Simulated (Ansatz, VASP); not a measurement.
**One calculation of Al, two programs**

```xyz
4
Lattice="2.8572 0.0000 0.0000 0.0000 4.0406 0.0000 0.0000 0.0000 18.2857" Properties=species:S:1:pos:R:3 pbc="T T T"
Al    1.4286    2.0203    7.0000
Al    0.0000    0.0000    8.4286
Al    1.4286    2.0203    9.9016
Al    0.0000    0.0000   11.2438
```

Alike in both runs: functional PBE; k mesh 10 × 7 × 1; occupations gaussian, width 0.1 eV; no spin polarisation.

Ansatz relaxed the structure, and its values are those at the end. VASP's run is a single point on that final structure, the one shown.

```csv
,VASP,Ansatz
version,VASP 6.6.1,Ansatz 0.2.0
potentials or method,"VASP PAW PBE potentials, release 64 (Al)","scalar-relativistic, plane waves, PAW"
plane-wave cutoff (eV),520,420
valence electrons in the cell,12,12
```

```tsv
	VASP	Ansatz	Ansatz less VASP
gap on the k mesh at the Fermi level (eV)	none	none	-
rms of the force components (eV/Å)	0.089	0.088	-0.0004
```

A gap of «none» marks a metal or a gap that the smearing closes.
